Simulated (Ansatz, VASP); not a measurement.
## Two plane-wave programs on KBr

```
K Br
1.0
     0.00000    3.29250    3.29250
     3.29250    0.00000    3.29250
     3.29250    3.29250    0.00000
K Br
1 1
Direct
  0.00000 0.00000 0.00000
  0.50000 0.50000 0.50000
```

Alike in both runs: task single point; functional PBEsol; k mesh 8 × 8 × 8; occupations gaussian, width 0.05 eV; no spin polarisation.

|  | VASP | Ansatz |
| --- | --- | --- |
| version | VASP 6.6.1 | Ansatz 0.2.0 |
| potentials or method | VASP PAW PBE potentials, release 64 (K_sv, Br) | scalar-relativistic, plane waves, PAW |
| plane-wave cutoff (eV) | 520 | 420 |
| valence electrons in the cell | 16 | 16 |

|  | VASP | Ansatz | Ansatz less VASP |
| --- | --- | --- | --- |
| gap on the k mesh at the Fermi level (eV) | 4.30 | 4.30 | +0.003 |
| least direct gap on the mesh (eV) | 4.30 | 4.30 | +0.003 |
| pressure (GPa) | -0.2 | -0.2 | -0.05 |

Caveats: the PAW data sets were made with another functional, which shifts forces and pressure a little (VASP). Expect the measured gap to be larger: semilocal functionals such as PBEsol lack the derivative discontinuity. A k mesh can miss the band edges.
